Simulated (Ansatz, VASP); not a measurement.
NaI in VASP and in Ansatz

Contents of INCAR:

```
SYSTEM = NaI
PREC = Accurate
ENCUT = 520
EDIFF = 1E-7
ISMEAR = -1
SIGMA = 0.05
LREAL = .FALSE.
LASPH = .TRUE.
NELM = 100
ALGO = Normal
ISIF = 2
LWAVE = .FALSE.
LCHARG = .TRUE.
GGA = CA
LELF = .TRUE.
LVHAR = .TRUE.
NBANDS = 14
```

File KPOINTS:

```
Automatic mesh
0
G
  7 7 7
  0 0 0
```

Contents of POSCAR:

```
NaI
1.0
    0.0000000000      3.1926595029      3.1926595029
    3.1926595029      0.0000000000      3.1926595029
    3.1926595029      3.1926595029      0.0000000000
I Na
1 1
Direct
    0.5000000000      0.5000000000      0.5000000000
    0.0000000000      0.0000000000      0.0000000000
```

File input.yaml:

```yaml
crystal:
  lattice:
    - [0.0, 3.1926595029, 3.1926595029]
    - [3.1926595029, 0.0, 3.1926595029]
    - [3.1926595029, 3.1926595029, 0.0]
  atoms:
    - { symbol: I, position: [0.5, 0.5, 0.5] }
    - { symbol: Na, position: [0.0, 0.0, 0.0] }
hamiltonian:
  xc: lda
  pseudopotentials: { kind: paw }
kpoints:
  mp_grid: { grid: [7, 7, 7] }
scf:
  occupations: { method: fermi_dirac, width: 0.05 }
output:
  forces: true
  stress: true
  eigenvalues: true
```

Alike in both runs: task single point; functional LDA; k mesh 7 × 7 × 7; occupations fermi-dirac, width 0.05 eV; no spin polarisation.

|  | VASP | Ansatz |
| --- | --- | --- |
| version | VASP 6.6.1 | Ansatz 0.2.0 |
| potentials or method | VASP PAW LDA potentials, release 64 (I, Na_pv) | Ansatz PAW |
| plane-wave cutoff (eV) | 520 | 420 |
| valence electrons in the cell | 14 | 26 |

```csv
,VASP,Ansatz,Ansatz less VASP
gap on the k mesh at the Fermi level (eV),3.46,3.44,-0.013
least direct gap on the mesh (eV),3.46,3.44,-0.013
pressure (GPa),-1.0,-1.1,-0.03
```

The two sets of potentials don't hold the same shells in valence.

Caveats: spin-orbit coupling is left out, which moves the levels of the heavy elements; odd divisions of the mesh miss points on the zone boundary, where band edges often lie, so the gap on the mesh can be too wide (Ansatz); the PAW data sets come from PBE, with cores solved anew for the run's functional, which leaves a small shift of forces and pressure (Ansatz).
